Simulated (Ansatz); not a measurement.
BaTiO₃ (R3m), a vibration from a frozen displacement

Level of theory: DFT r2SCAN, scalar-relativistic, plane waves, PAW (Ansatz 0.2.0). Settings: plane waves to 500 eV, k-mesh 6×6×6 (Γ-centred), Gaussian smearing 0.05 eV. Spin–orbit coupling is left out, which matters for the heavy elements here. No spin polarisation. Energies are free energies at this smearing, counted from the undisturbed cell; pressure is positive in compression.

The starting cell (relaxed at this level; it needn't be the usual structure):

```
Ba Ti O
1.0
     2.84005    1.63971    2.33143
    -2.84005    1.63971    2.33143
     0.00000   -3.27941    2.33143
Ba Ti O
1 1 3
Direct
  0.00279 0.00279 0.00279
  0.51625 0.51625 0.51625
  0.48975 0.48975 0.98016
  0.48975 0.98016 0.48975
  0.98016 0.48975 0.48975
```

Every Ba atom is moved by x along the Cartesian unit vector (0.000, 0.000, -1.000); the cell and all other atoms stay fixed. The cell's volume is 65.14 Å³; the moved atoms weigh 137.327 u together and the others 95.864 u.

| x (Å) | ΔE (meV/cell) | total force on the moved atoms along the move (eV/Å) | pressure (GPa) |
| --- | --- | --- | --- |
| -0.2000 | 133.93 | 1.4083 | 1.5966 |
| -0.1500 | 73.54 | 1.0135 | 0.9745 |
| -0.1000 | 32.02 | 0.6523 | 0.5033 |
| -0.0500 | 7.87 | 0.3172 | 0.1782 |
| 0.0000 | 0.00 | 0.0000 | -0.0046 |
| 0.0500 | 7.72 | -0.3079 | -0.0471 |
| 0.1000 | 30.78 | -0.6155 | 0.0500 |
| 0.1500 | 69.42 | -0.9324 | 0.2877 |
| 0.1750 | 94.78 | -1.0973 | 0.4602 |
| 0.2000 | 124.33 | -1.2682 | 0.6691 |

Q: What frequency belongs to this motion?

A: The force constant is k = −dF/dx = 6.251 eV/Å², from the parabola through x = -0.0500, 0 and 0.0500. In every cell the moved atoms swing against the rest, so the mass is μ = m₁m₂/(m₁ + m₂) = 56.455 u, and ν̃ = 521.5 cm⁻¹ × √(|k|/μ) = 174 cm⁻¹. The pattern needn't be a normal mode: ν̃² is then a weighted mean of the squared nonzero frequencies at the zone centre of this cell, taken without macroscopic field, so it lies between the lowest and the highest of them.

Q: How far does the harmonic law reach?

A: At x = -0.200 Å, kx²/2 = 125.02 meV against the computed 133.93 meV (+7.1 %): the well is still close to harmonic there.

Many cubic perovskites lower their energy by tilts or polar distortions; a scan of this one displacement doesn't rule them out.

Cost: 10 runs of about 0.98 core-minutes in all, on Intel Xeon 6975P-C (Granite Rapids) (shared hosts).

Ba sits in a single well with a positive restoring force on both sides, but the well is lopsided. Displacing Ba by 0.2000 Å costs 124.33 meV in the positive direction and 133.93 meV in the negative one. The coordinates suggest why: negative x carries Ba further along the existing polar offset from the oxygen sublattice, against its nearer oxygen neighbours, where closed-shell repulsion rises steeply. Positive x first brings it back towards the middle of its cage. The close harmonic match on that side probably reflects cubic softening offset by quartic hardening.

The pressure shows the same polarity. It is lowest near x = 0.0500 Å and climbs much faster for negative x, so enhancing the Ba offset favours a larger cell, as expected from coupling between polar displacement and strain.

A stable Ba well is compatible with ferroelectricity in BaTiO₃, which is driven mainly by hybridisation of empty Ti 3d with O 2p states. Moving Ba alone leaves the Ti offset in place, so the curve gives no barrier for polarisation reversal.
